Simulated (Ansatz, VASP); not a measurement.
**One calculation of Al2Ga3As5, two programs**

```xyz
10
Lattice="-0.0005 -4.0836 0.0001 4.0834 0.0005 -0.0015 -2.0439 2.0377 14.1692" Properties=species:S:1:pos:R:3 pbc="T T T"
Al    0.0006   -0.0053    5.6708
Al    2.0402   -2.0440    8.4975
Ga    0.0007    0.0019   -0.0003
Ga    2.0377   -2.0427    2.8373
Ga    0.0000   -0.0012   11.3305
As   -0.0038   -2.0406    1.4173
As    2.0417   -0.0016    4.2637
As   -0.0017   -2.0468    7.0845
As    2.0413   -0.0019    9.9035
As   -0.0021   -2.0430   12.7507
```

Change from the starting cell: cell x1, atoms moved at random (sigma 0.05 Å) and cell strained at random (1.5 %), then relaxed without symmetry.

Alike in both runs: functional PBE; k mesh 4 × 4 × 4; occupations gaussian, width 0.1 eV; no spin polarisation.

Ansatz relaxed the structure, and its values are those at the end. VASP's run is a single point on that final structure, the one shown.

```csv
,VASP,Ansatz
version,VASP 6.6.1,Ansatz 0.2.0
potentials or method,"VASP PAW PBE potentials, release 64 (Al, Ga_d, As)","scalar-relativistic, plane waves, PAW"
plane-wave cutoff (eV),520,420
valence electrons in the cell,70,120
```

```tsv
	VASP	Ansatz	Ansatz less VASP
gap on the k mesh at the Fermi level (eV)	0.69	0.69	-0.003
least direct gap on the mesh (eV)	0.69	0.69	-0.003
pressure (GPa)	0.2	0.1	-0.16
rms of the force components (eV/Å)	0.005	0.005	-0.0004
```

With one functional, cell and mesh, what is left measures potentials, basis and numerics. The two sets of potentials don't hold the same shells in valence.
